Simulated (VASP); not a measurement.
An input for Ansatz (written as the equivalent of a VASP run, and not itself run):

Ansatz 0.2 input:
```yaml
crystal:
  lattice:
    - [6.4178818, 0.0000000, 0.0000000]
    - [0.0000000, 6.4178818, 0.0000000]
    - [0.0000000, 0.0000000, 6.4178818]
  atoms:
    - { symbol: Cs, position: [0.0000000, 0.0000000, 0.0000000] }
    - { symbol: Pb, position: [0.5000000, 0.5000000, 0.5000000] }
    - { symbol: I, position: [0.5000000, 0.0000000, 0.5000000] }
    - { symbol: I, position: [0.0000000, 0.5000000, 0.5000000] }
    - { symbol: I, position: [0.5000000, 0.5000000, 0.0000000] }
kpoints:
  mp_grid: { grid: [4, 4, 4] }
hamiltonian:
  xc: pbe
  pseudopotentials: { kind: paw }
scf:
  occupations: { method: gaussian, width: 0.05 }
  max_iter: 100
output: { forces: true, stress: true, eigenvalues: true }
```

Question: Translate this input to VASP (INCAR, KPOINTS, POSCAR, choice of POTCAR).

Answer: This is not unique; one that fits is 
**POSCAR**
```
CsPbI3
12.8357640
  0.4999999870   0.0000000000   0.0000000000
  0.0000000000   0.4999999870   0.0000000000
  0.0000000000   0.0000000000   0.4999999870
Cs Pb I
1 1 3
Cart
  0.0000000000   0.0000000000   0.0000000000
  0.2499999935   0.2499999935   0.2499999935
  0.2499999935   0.0000000000   0.2499999935
  0.0000000000   0.2499999935   0.2499999935
  0.2499999935   0.2499999935   0.0000000000
```

KPOINTS:
```
kpoints
0
G
  4 4 4
```

### INCAR
```
LCHARG = .FALSE.
GGA = PE   ! PBE
LREAL = .FALSE.
SYSTEM = CsPbI3
SIGMA = 0.05
EDIFF = 1E-7
ISIF = 2   ! forces and stress, cell fixed
LASPH = .TRUE.   ! aspherical one-centre terms
LWAVE = .FALSE.
PREC = Accurate
NELM = 100
LMAXMIX = 4
ISMEAR = 0   ! Gaussian
ENCUT = 520   ! plane-wave cut-off (eV)
ALGO = Normal   ! blocked Davidson
```

POTCAR, in this order: Cs_sv Pb_d I (PBE.64 set). Program: vasp_std.

What does not carry over: each code has its own PAW files, so the cut-off isn't converted (ENCUT is set for VASP's; basis.ecutwfc is left out, and Ansatz then takes the one that its files recommend); Ansatz stops its SCF on the density residual and VASP on the energy change (EDIFF).

The compound is CsPbI3 in the cubic perovskite structure, the ideal cubic form; the compound distorts at low or room temperature. This cell is one point of a volume scan, at 1.03 of the reference volume.
